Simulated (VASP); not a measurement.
Here is a VASP 6.6.1 calculation.

File POSCAR:

```
KCl
1.0
    0.0000000000      3.1759862350      3.1759862350
    3.1759862350      0.0000000000      3.1759862350
    3.1759862350      3.1759862350      0.0000000000
K Cl
1 1
Direct
    0.0000000000      0.0000000000      0.0000000000
    0.5000000000      0.5000000000      0.5000000000
```

INCAR.step1

```
SYSTEM = KCl
  PREC = Accurate
  ENCUT = 520
  ISMEAR = 0
  SIGMA = 0.01
  LREAL = .FALSE.
  LASPH = .TRUE.
  NELM = 80
  NBANDS = 15
  GGA = PE
  ALGO = Normal
  EDIFF = 1E-4
  LWAVE = .TRUE.
  LCHARG = .FALSE.
```

File INCAR.step2:

```
SYSTEM = KCl
  PREC = Accurate
  ENCUT = 520
  EDIFF = 1E-7
  ISMEAR = 0
  SIGMA = 0.01
  LREAL = .FALSE.
  LASPH = .TRUE.
  NELM = 80
  ALGO = Normal
  ISIF = 2
  LWAVE = .FALSE.
  LCHARG = .FALSE.
  METAGGA = R2SCAN
  LMIXTAU = .TRUE.
  NBANDS = 15
  ISTART = 1
```

KPOINTS

```
regular mesh
0
G
  6 6 6
  0 0 0
```

Potentials or basis: VASP PAW PBE potentials, release 64 (K_sv, Cl).

Run with:

```bash
$ cat potpaw_PBE.64/K_sv/POTCAR potpaw_PBE.64/Cl/POTCAR > POTCAR
$ cp INCAR.step1 INCAR
$ mpirun -np 1 vasp_std > vasp.out
$ cp INCAR.step2 INCAR
$ mpirun -np 1 vasp_std > vasp.out
```

Question: Predict the pressure.

Answer: -0.5 GPa.

Question: Predict the band gap on the k mesh.

Answer: 5.73 eV.

Caveat: the PAW data sets were made with another functional, which shifts forces and pressure a little.

**Measured values to compare with.**

A printed reference work, monograph reports, for a bulk crystal of KCl: band gap 8.68 eV.

A measured gap of KCl is 8.68 eV (a printed reference work, monograph); the calculated 5.73 eV misses it by -2.95 eV. The value is that of r2SCAN, without temperature or zero-point motion.
